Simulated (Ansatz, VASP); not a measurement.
GaP in VASP and in Ansatz

```xyz
2
Lattice="0.0000 2.7202 2.7202 2.7202 0.0000 2.7202 2.7202 2.7202 0.0000" Properties=species:S:1:pos:R:3 pbc="T T T"
Ga    0.0000    0.0000    0.0000
P     1.3601    1.3601    1.3601
```

Alike in both runs: functional PBE; k mesh 8 × 8 × 8; occupations gaussian, width 0.02 eV; no spin polarisation.

Ansatz relaxed the structure, and its values are those at the end. VASP's run is a single point on that final structure, the one shown.

|  | VASP | Ansatz |
| --- | --- | --- |
| version | VASP 6.6.1 | Ansatz 0.2.0 |
| potentials or method | VASP PAW PBE potentials, release 64 (Ga_d, P) | scalar-relativistic, plane waves, PAW |
| plane-wave cutoff (eV) | 520 | 420 |
| valence electrons in the cell | 18 | 18 |

```tsv
	VASP	Ansatz	Ansatz less VASP
gap on the k mesh at the Fermi level (eV)	1.63	1.63	0.000
least direct gap on the mesh (eV)	1.87	1.87	+0.002
pressure (GPa)	2.9	3.0	+0.09
```

A k mesh can miss the band edges. As with any semilocal functional, this PBE gap is likely too small.
